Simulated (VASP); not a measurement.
Write the native input for VASP 6.6.1 that does the following.

```
Task                   : band structure
Functional             : PBEsol
Potentials or basis    : VASP PAW PBE potentials, release 64 (Sn_d, Se)
Cutoff                 : 520 eV
k mesh                 : 10 × 10 × 10
Occupations            : gaussian, width 0.03 eV
Spin                   : no spin polarisation
Further INCAR settings : ALGO = Normal; EDIFF = 1e-06; NBANDS = 17
```

The structure of SnSe lies in POSCAR:

```
SnSe                                    
1.0
    0.0000000000      2.9758393126      2.9758393126
    2.9758393126      0.0000000000      2.9758393126
    2.9758393126      2.9758393126      0.0000000000
  Sn              Se            
     1     1
Direct
     0.0000000000000000    0.0000000000000000    0.0000000000000000
     0.5000000000000000    0.5000000000000000    0.5000000000000000
```

The cell was built by a generator and needn't be a form met in nature.

The input as run:

INCAR

```
  ALGO = Normal
  EDIFF = 1E-6
  ENCUT = 520
  GGA = PS
  ICORELEVEL = 1
  ISIF = 2
  ISMEAR = 0
  LASPH = T
  LCHARG = F
  LREAL = F
  LWAVE = F
  NBANDS = 17
  NELM = 80
  PREC = Accurate
  SIGMA = 0.03
```

KPOINTS

```
k-points
0
Gamma
  10 10 10
```

KPOINTS_OPT

```
explicit points
159
Reciprocal
 0.0000000000  0.0000000000  0.0000000000 1
 0.0357142857  0.0000000000  0.0357142857 1
 0.0714285714  0.0000000000  0.0714285714 1
 0.1071428571  0.0000000000  0.1071428571 1
 0.1428571429  0.0000000000  0.1428571429 1
 0.1785714286  0.0000000000  0.1785714286 1
[... 151 lines left out ...]
 0.4250000000  0.0000000000  0.4250000000 1
 0.4500000000  0.0000000000  0.4500000000 1
```

Potentials or basis: VASP PAW PBE potentials, release 64 (Sn_d, Se).

The run is started by

```sh
$ cat potpaw_PBE.64/Sn_d/POTCAR potpaw_PBE.64/Se/POTCAR > POTCAR
$ mpirun -np 1 vasp_std > vasp.out
```

Results of the run:

```json
{
 "Pressure": "0.0 GPa",
 "Band gap along the path": "0.09 eV, direct"
}
```

Caveat: the PAW data sets were made with another functional, which shifts forces and pressure a little; spin-orbit coupling is left out, which moves the levels of the heavy elements.

Wall time 53 s on 1 thread of Intel(R) Xeon(R) Platinum 8488C (Sapphire Rapids), with other jobs on the host, peak memory 0.21 GiB.
